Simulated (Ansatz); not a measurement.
# BaTiO3 in Ansatz: the effect of pseudo set

Crystal: BaTiO3.

```
CELL_PARAMETERS angstrom
3.99980 0.00000 0.00000
0.00000 3.99980 0.00000
0.00000 0.00000 4.01800
ATOMIC_POSITIONS crystal
Ba 0.99557 0.99064 0.00350
Ti 0.50254 0.49192 0.46877
O 0.47922 0.51432 0.00641
O 0.50273 0.00330 0.50938
O 0.01995 0.49981 0.53994
```

The cell isn't the ideal one: all atoms moved at random, sigma 0.05 Å a component.

Alike in all runs:

```yaml
Program: Ansatz 0.2.0
Task: single point
Functional: PBE
k_mesh: 7 × 7 × 7
Occupations: fermi-dirac, width 0.05 eV
Spin: no spin polarisation
```

Q: One run gave: gap on the mesh 1.97 eV; pressure 4.4 GPa. Which pseudo set did it use?
A. Ansatz PAW
B. PseudoDojo stringent
C. SPMS NC
D. Ansatz PAW accurate
E. JTH PAW

A: E.

```csv
pseudo set,cutoff,gap on the mesh (eV),pressure (GPa)
Ansatz PAW,420 eV (not typed: the program's choice for these potentials),2.01,3.1
Ansatz PAW accurate,910 eV,2.00,3.1
JTH PAW,1380 eV (not typed: the program's choice for these potentials),1.97,4.4
SPMS NC,1034 eV (not typed: the program's choice for these potentials),2.04,2.8
PseudoDojo standard,1143 eV,2.02,2.7
PseudoDojo stringent,1252 eV,2.02,2.8
Ansatz PAW earlier set,930 eV (not typed: the program's choice for these potentials),2.01,3.1
Ansatz NC,1240 eV (not typed: the program's choice for these potentials),2.01,3.0
```

Caveats: odd divisions of the mesh miss points on the zone boundary, where band edges often lie, so the gap on the mesh can be too wide; spin-orbit coupling is left out, which moves the levels of the heavy elements; forces of over 1 eV/Å show positions far from the minimum, so gaps and moduli don't describe the material at rest; this barium file gives pressures and gaps apart from those of other sets (some runs).

A k mesh can miss the band edges.
